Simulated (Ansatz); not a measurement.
# Ta under changes of volume

One of the cells (18.010 Å³/atom); the others are scaled copies at fixed shape and fractional positions:

```
CELL_PARAMETERS angstrom
-1.65128 1.65128 1.65128
1.65128 -1.65128 1.65128
1.65128 1.65128 -1.65128
ATOMIC_POSITIONS crystal
Ta 0.00000 0.00000 0.00000
```

```yaml
Program: Ansatz 0.2.0
Functional: r2SCAN50
Potentials_or_basis: Ansatz PAW
Cutoff: "500 eV (not typed: the program's choice for these potentials)"
k_mesh: 6 × 6 × 6
Occupations: fermi-dirac, width 0.05 eV
Spin: no spin polarisation
```

```tsv
volume (Å³/atom)	energy over the lowest point (meV/atom)	pressure (GPa)
16.930	?	?
17.290	73.52	12.4
17.650	52.16	6.7
18.010	43.00	1.5
18.371	44.88	-3.1
18.731	0.00	-6.2
19.091	18.60	-10.3
```

Q: What does the run at 16.930 Å³/atom give?

A: Energy over the lowest point 108.32 meV/atom; pressure 18.7 GPa.

The energies don't lie on one smooth curve, so no fit is given. The run at 18.731 Å³/atom lies farthest off, from a change of basis, grid or state.

Energies are extrapolated to zero smearing.

Caveats: all runs use coarse meshes; the PAW data sets come from PBE, with cores solved anew for the run's functional, which leaves a small shift of forces and pressure; the thresholds are loose for stress.
